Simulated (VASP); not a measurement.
Here is a VASP 6.6.1 calculation.

The input POSCAR:

```
Se
1.0
    4.0345900000      0.0000000000      0.0000000000
   -2.0173000000      3.4940600000      0.0000000000
    0.0000000000      0.0000000000      5.1274200000
Se
3
Direct
    0.2495400000      0.0000000000      0.3333300000
    0.0000000000      0.2495400000      0.6666700000
    0.7504600000      0.7504600000      1.0000000000
```

INCAR.step1

```
SYSTEM = Se
PREC     = Accurate       ! precision mode
ENCUT    = 520            ! plane-wave cutoff, eV
EDIFF    = 1E-5           ! SCF threshold, eV
ISMEAR   = 0              ! smearing method
SIGMA    = 0.02           ! smearing width, eV
LREAL    = .False.        ! projectors in reciprocal space
LASPH    = .True.         ! aspherical terms in the spheres
NELM     = 80             ! most SCF steps
ALGO     = Normal         ! electronic algorithm
ISIF     = 2              ! what is computed and relaxed
LWAVE    = .True.         ! write WAVECAR
LCHARG   = .False.        ! write CHGCAR
NBANDS   = 16             ! bands
GGA      = PE             ! functional
```

INCAR.step2

```
SYSTEM = Se
PREC     = Accurate       ! precision mode
ENCUT    = 520            ! plane-wave cutoff, eV
EDIFF    = 1E-6           ! SCF threshold, eV
ISMEAR   = 0              ! smearing method
SIGMA    = 0.02           ! smearing width, eV
LREAL    = .False.        ! projectors in reciprocal space
LASPH    = .True.         ! aspherical terms in the spheres
NELM     = 80             ! most SCF steps
ALGO     = Normal         ! electronic algorithm
ISIF     = 2              ! what is computed and relaxed
LWAVE    = .False.        ! write WAVECAR
LCHARG   = .False.        ! write CHGCAR
GGA      = PE             ! functional
LHFCALC  = .True.         ! exact exchange
HFSCREEN = 0.2            ! screening, 1/A
PRECFOCK = Fast         
NBANDS   = 16             ! bands
ISTART   = 1
```

Contents of KPOINTS:

```
Automatic mesh
0
Gamma
  6 6 4
  0 0 0
```

Potentials or basis: VASP PAW PBE potentials, release 64 (Se).

The run is started by

```sh
$ cat potpaw_PBE.64/Se/POTCAR > POTCAR
$ cp INCAR.step1 INCAR
$ mpirun -np 1 vasp_std > vasp.out
$ cp INCAR.step2 INCAR
$ mpirun -np 1 vasp_std > vasp.out
```

Q: Predict the pressure.

A: 0.3 GPa.

Q: What does it give for the band gap on the k mesh?

A: 1.15 eV, direct.

Q: What does it give for the largest force?

A: 0.615 eV/Å.

Stress tensor (GPa, compression positive):
```
 1.11  0.00  0.00
 0.00  1.11  0.00
 0.00  0.00 -1.34
```

Caveat: the PAW data sets were made with another functional, which shifts forces and pressure a little. A k mesh can miss the band edges.
